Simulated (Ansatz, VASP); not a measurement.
**CO: VASP beside Ansatz**

```
C O
1.0
     5.66394    0.00000    0.00000
     0.00000    5.66394    0.00000
     0.00000    0.00000    5.66394
C O
4 4
Cartesian
  5.4625 5.4625 5.4625
  3.0334 0.2014 2.6306
  2.6306 3.0334 0.2014
  0.2014 2.6306 3.0334
  0.4487 0.4487 0.4487
  2.3832 5.2152 3.2807
  3.2807 2.3832 5.2152
  5.2152 3.2807 2.3832
```

Alike in both runs: functional r2SCAN; k mesh 4 × 4 × 4; occupations gaussian, width 0.1 eV; no spin polarisation.

Ansatz relaxed the structure, and its values are those at the end. VASP's run is a single point on that final structure, the one shown.

|  | VASP | Ansatz |
| --- | --- | --- |
| version | VASP 6.6.1 | Ansatz 0.2.0 |
| potentials or method | VASP PAW PBE potentials, release 64 (C, O) | scalar-relativistic, plane waves, PAW |
| plane-wave cutoff (eV) | 520 | 500 |
| valence electrons in the cell | 40 | 40 |

```csv
,VASP,Ansatz,Ansatz less VASP
gap on the k mesh at the Fermi level (eV),6.76,6.74,-0.022
least direct gap on the mesh (eV),6.76,6.74,-0.022
pressure (GPa),1.3,0.1,-1.24
rms of the force components (eV/Å),0.639,0.022,-0.6163
```

One of these differences is far larger than is usual between the two programs; its cause wasn't traced.

Caveats: the standard files for N, O and F lose accuracy on very short bonds; the PAW data sets were made with another functional, which shifts forces and pressure a little (VASP). A k mesh can miss the band edges. r2SCAN opens gaps a little over a GGA but as a rule still falls short of measured ones.
